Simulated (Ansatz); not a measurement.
Born–Oppenheimer molecular dynamics of a periodic cell of 16 atoms, Si (start crystal Si, start structure diamond, volume 1.15 times the crystal's). It goes on from the last frame of an earlier run, with new velocities.

Method: DFT PBEsol, scalar-relativistic, plane waves, PAW in Ansatz. Settings: accuracy low, cutoff 420 eV, k mesh 2x2x2, fermi-dirac smearing 0.36 eV, no spin polarisation.

```yaml
ensemble: NPT, Langevin
time_step: 1.5 fs
steps_asked: 150
set_temperature: 2940 K
friction: 0.005 /fs
pressure: 1 GPa
seed: 913145
```

Frames 1.5 fs apart, positions in Å.

Velocities at 90.0 fs (Å/ps):

```
Si -9.05 1.46 -7.26
Si 4.57 -18.42 16.71
Si -14.28 0.90 0.65
Si 7.63 5.62 -2.00
Si 8.52 4.92 -8.72
Si -22.38 9.27 -15.88
Si -15.79 -6.71 -7.07
Si -7.56 -10.83 -8.09
Si -20.69 -10.55 4.97
Si -4.96 6.43 -0.82
Si 8.92 3.64 -12.74
Si -5.96 -4.96 0.93
Si -2.32 -23.58 8.12
Si -4.55 0.67 11.38
Si -2.44 15.02 0.38
Si 3.71 -8.02 6.11
```

```xyz
16
Lattice="0.0000 5.6865 5.6865 5.6865 0.0000 5.6865 5.6865 5.6865 0.0000" Properties=species:S:1:pos:R:3 time_fs=90.0 energy_less_start_eV=-1.691 T=3338
Si 2.112 -1.674 2.092
Si 2.153 1.227 2.632
Si 0.158 2.791 -1.296
Si 3.261 5.988 -0.697
Si 4.414 2.320 2.779
Si 5.405 0.310 4.388
Si 5.545 4.815 3.027
Si 7.995 3.909 4.603
Si -2.387 2.296 3.239
Si 0.728 4.116 3.933
Si 3.206 4.845 2.981
Si 4.064 6.139 5.341
Si 1.606 1.459 6.763
Si 3.190 3.862 5.153
Si 6.015 7.128 3.727
Si 5.524 5.057 7.763
16
Lattice="0.0000 5.6851 5.6851 5.6851 0.0000 5.6851 5.6851 5.6851 0.0000" Properties=species:S:1:pos:R:3 time_fs=91.5 energy_less_start_eV=-1.677 T=3338
Si 2.098 -1.672 2.080
Si 2.161 1.198 2.656
Si 0.136 2.793 -1.294
Si 3.270 5.996 -0.699
Si 4.425 2.328 2.765
Si 5.372 0.324 4.364
Si 5.519 4.803 3.015
Si 7.982 3.891 4.590
Si -2.419 2.280 3.247
Si 0.723 4.123 3.933
Si 3.218 4.850 2.961
Si 4.055 6.130 5.340
Si 1.603 1.424 6.774
Si 3.182 3.860 5.169
Si 6.008 7.149 3.727
Si 5.529 5.044 7.771
16
Lattice="0.0000 5.6837 5.6837 5.6837 0.0000 5.6837 5.6837 5.6837 0.0000" Properties=species:S:1:pos:R:3 time_fs=93.0 energy_less_start_eV=-1.655 T=3408
Si 2.085 -1.670 2.067
Si 2.171 1.169 2.681
Si 0.115 2.794 -1.291
Si 3.278 6.007 -0.700
Si 4.436 2.336 2.752
Si 5.341 0.339 4.340
Si 5.495 4.793 3.001
Si 7.970 3.874 4.579
Si -2.453 2.264 3.255
Si 0.721 4.128 3.934
Si 3.228 4.855 2.939
Si 4.047 6.120 5.339
Si 1.599 1.388 6.786
Si 3.173 3.856 5.184
Si 6.000 7.168 3.728
Si 5.536 5.032 7.781
16
Lattice="0.0000 5.6819 5.6819 5.6819 0.0000 5.6819 5.6819 5.6819 0.0000" Properties=species:S:1:pos:R:3 time_fs=94.5 energy_less_start_eV=-1.628 T=3352
Si 2.071 -1.666 2.052
Si 2.184 1.141 2.705
Si 0.095 2.793 -1.287
Si 3.285 6.017 -0.700
Si 4.446 2.341 2.737
Si 5.311 0.353 4.316
Si 5.472 4.784 2.986
Si 7.958 3.858 4.567
Si -2.487 2.249 3.265
Si 0.720 4.130 3.937
Si 3.237 4.860 2.915
Si 4.039 6.110 5.340
Si 1.594 1.351 6.801
Si 3.163 3.852 5.199
Si 5.990 7.185 3.732
Si 5.543 5.018 7.788
16
Lattice="0.0000 5.6801 5.6801 5.6801 0.0000 5.6801 5.6801 5.6801 0.0000" Properties=species:S:1:pos:R:3 time_fs=96.0 energy_less_start_eV=-1.626 T=3288
Si 2.059 -1.662 2.034
Si 2.200 1.113 2.728
Si 0.077 2.789 -1.280
Si 3.290 6.025 -0.698
Si 4.453 2.342 2.721
Si 5.283 0.367 4.290
Si 5.451 4.774 2.970
Si 7.945 3.841 4.553
Si -2.518 2.232 3.274
Si 0.722 4.131 3.942
Si 3.244 4.866 2.892
Si 4.031 6.100 5.341
Si 1.590 1.313 6.816
Si 3.152 3.849 5.213
Si 5.979 7.204 3.738
Si 5.550 5.003 7.792
16
Lattice="0.0000 5.6783 5.6783 5.6783 0.0000 5.6783 5.6783 5.6783 0.0000" Properties=species:S:1:pos:R:3 time_fs=97.5 energy_less_start_eV=-1.646 T=3338
Si 2.048 -1.658 2.012
Si 2.218 1.085 2.751
Si 0.062 2.784 -1.270
Si 3.295 6.035 -0.695
Si 4.458 2.343 2.704
Si 5.256 0.382 4.264
Si 5.434 4.766 2.951
Si 7.932 3.826 4.538
Si -2.548 2.212 3.283
Si 0.727 4.132 3.948
Si 3.252 4.872 2.871
Si 4.024 6.092 5.341
Si 1.586 1.278 6.830
Si 3.143 3.848 5.226
Si 5.965 7.223 3.746
Si 5.557 4.990 7.795
16
Lattice="0.0000 5.6765 5.6765 5.6765 0.0000 5.6765 5.6765 5.6765 0.0000" Properties=species:S:1:pos:R:3 time_fs=99.0 energy_less_start_eV=-1.671 T=3428
Si 2.039 -1.654 1.989
Si 2.236 1.055 2.774
Si 0.047 2.778 -1.258
Si 3.300 6.045 -0.690
Si 4.462 2.343 2.686
Si 5.229 0.401 4.238
Si 5.419 4.761 2.933
Si 7.919 3.812 4.524
Si -2.579 2.193 3.291
Si 0.735 4.133 3.957
Si 3.260 4.878 2.849
Si 4.018 6.085 5.339
Si 1.581 1.241 6.843
Si 3.133 3.848 5.236
Si 5.947 7.240 3.756
Si 5.566 4.978 7.796
16
Lattice="0.0000 5.6748 5.6748 5.6748 0.0000 5.6748 5.6748 5.6748 0.0000" Properties=species:S:1:pos:R:3 time_fs=100.5 energy_less_start_eV=-1.739 T=3401
Si 2.029 -1.649 1.968
Si 2.258 1.025 2.797
Si 0.034 2.775 -1.243
Si 3.302 6.057 -0.684
Si 4.463 2.342 2.666
Si 5.204 0.420 4.210
Si 5.410 4.757 2.916
Si 7.906 3.801 4.512
Si -2.611 2.173 3.297
Si 0.744 4.134 3.966
Si 3.266 4.884 2.825
Si 4.012 6.079 5.337
Si 1.574 1.204 6.857
Si 3.125 3.848 5.245
Si 5.930 7.257 3.766
Si 5.575 4.965 7.796
16
Lattice="0.0000 5.6731 5.6731 5.6731 0.0000 5.6731 5.6731 5.6731 0.0000" Properties=species:S:1:pos:R:3 time_fs=102.0 energy_less_start_eV=-1.864 T=3507
Si 2.019 -1.641 1.945
Si 2.281 0.996 2.818
Si 0.022 2.772 -1.227
Si 3.300 6.069 -0.680
Si 4.462 2.340 2.643
Si 5.181 0.439 4.182
Si 5.407 4.756 2.900
Si 7.893 3.791 4.502
Si -2.642 2.150 3.301
Si 0.754 4.133 3.978
Si 3.269 4.888 2.798
Si 4.008 6.071 5.336
Si 1.571 1.168 6.871
Si 3.119 3.846 5.255
Si 5.911 7.273 3.776
Si 5.583 4.951 7.796
16
Lattice="0.0000 5.6715 5.6715 5.6715 0.0000 5.6715 5.6715 5.6715 0.0000" Properties=species:S:1:pos:R:3 time_fs=103.5 energy_less_start_eV=-2.031 T=3736
Si 2.010 -1.632 1.921
Si 2.304 0.966 2.838
Si 0.012 2.770 -1.210
Si 3.295 6.082 -0.673
Si 4.460 2.339 2.619
Si 5.162 0.458 4.153
Si 5.406 4.757 2.883
Si 7.881 3.784 4.491
Si -2.674 2.127 3.302
Si 0.769 4.133 3.992
Si 3.271 4.891 2.771
Si 4.003 6.064 5.335
Si 1.569 1.130 6.889
Si 3.112 3.842 5.266
Si 5.888 7.287 3.787
Si 5.590 4.939 7.797
16
Lattice="0.0000 5.6700 5.6700 5.6700 0.0000 5.6700 5.6700 5.6700 0.0000" Properties=species:S:1:pos:R:3 time_fs=105.0 energy_less_start_eV=-2.229 T=3642
Si 2.000 -1.624 1.897
Si 2.325 0.939 2.858
Si 0.002 2.769 -1.191
Si 3.285 6.096 -0.666
Si 4.461 2.337 2.594
Si 5.146 0.477 4.125
Si 5.408 4.760 2.866
Si 7.871 3.778 4.480
Si -2.706 2.102 3.302
Si 0.786 4.132 4.010
Si 3.272 4.892 2.743
Si 3.999 6.056 5.333
Si 1.565 1.092 6.909
Si 3.104 3.839 5.276
Si 5.865 7.301 3.799
Si 5.599 4.930 7.796
16
Lattice="0.0000 5.6683 5.6683 5.6683 0.0000 5.6683 5.6683 5.6683 0.0000" Properties=species:S:1:pos:R:3 time_fs=106.5 energy_less_start_eV=-2.447 T=3547
Si 1.992 -1.617 1.875
Si 2.345 0.912 2.876
Si -0.008 2.769 -1.171
Si 3.272 6.107 -0.658
Si 4.462 2.333 2.568
Si 5.132 0.496 4.099
Si 5.413 4.763 2.849
Si 7.861 3.774 4.471
Si -2.736 2.076 3.300
Si 0.804 4.131 4.029
Si 3.271 4.894 2.717
Si 3.995 6.048 5.328
Si 1.558 1.054 6.930
Si 3.097 3.837 5.287
Si 5.840 7.315 3.810
Si 5.607 4.922 7.792
```

Of the whole run (225 fs, mean temperature of the second half 3438 K): The conserved energy stayed within 0.35 meV per atom of its start (net change -0.02 meV per atom), so the integration is sound. The mean temperature of the second half is 17 % above the set value. A run of 0.23 ps of so small a system gives no equilibrium averages. Limits of this set-up: coarse k mesh, low accuracy level. The cell's volume went from 368 to 319 Å³.

The run took 11 min on 1 thread of Intel(R) Xeon(R) 6975P-C (Granite Rapids) (shared host), peak memory 0.87 GiB.
